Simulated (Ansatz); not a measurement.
# Structure relaxation of BP3

Computed with Ansatz, DFT PBE, scalar-relativistic, plane waves, PAW. Cutoff 420 eV, Γ-centred k mesh, Gaussian smearing, no spin polarisation in the final step.

The start puts BP3 on the Cu3Au (L1_2) structure type (Pm-3m, No. 221), with B in place of Au, P in place of Cu, at a guessed volume.

```yaml
crystal:
  lattice:
    - [3.84516, 0.00000, 0.00000]
    - [0.00000, 3.84516, 0.00000]
    - [0.00000, 0.00000, 3.84516]
  atoms:
    - { symbol: B, position: [0.00000, 0.00000, 0.00000] }
    - { symbol: P, position: [0.00000, 0.50000, 0.50000] }
    - { symbol: P, position: [0.50000, 0.00000, 0.50000] }
    - { symbol: P, position: [0.50000, 0.50000, 0.00000] }
```

Cell and atoms relax at zero pressure; the relaxation can't lower the symmetry of the start. After a coarse first stage the cell is made exact in the group found at 0.06 Å.

Formation energies are uncorrected and refer to the elements' standard structures at the same level.

Task: What does it relax into?

Result: It keeps Pm-3m (No. 221). The result has the Cu3Au (L1_2) structure. Conventional cell: a = 3.689 Å. B has 12 P at 2.61 Å; P has 4 B at 2.61 Å and 8 P at 2.61 Å.

```xyz
4
Lattice="3.6888 0.0000 0.0000 0.0000 3.6888 0.0000 0.0000 0.0000 3.6888" Properties=species:S:1:pos:R:3 pbc="T T T"
B     0.0000    0.0000    0.0000
P     0.0000    1.8444    1.8444
P     1.8444    0.0000    1.8444
P     1.8444    1.8444    0.0000
```

Task: What are its volume, energy, density and gap?

Result: The volume per atom is 12.55 Å³, the density is 3.43 g/cm³ and the energy over the elements is 1.28 eV/atom. The gap on the 12×12×12 mesh is 0 eV (a metal).

The final run used a 12×12×12 mesh on its 4-atom cell and 0.10 eV smearing. The k mesh leaves about 4 meV/atom of noise in metals. A structure relaxed within its symmetry needn't be a true minimum. The steps took about 12 core-seconds in all.

Cost: 4 runs of about 0.2 core-minutes in all, on Intel Xeon 6975P-C (Granite Rapids) (shared hosts).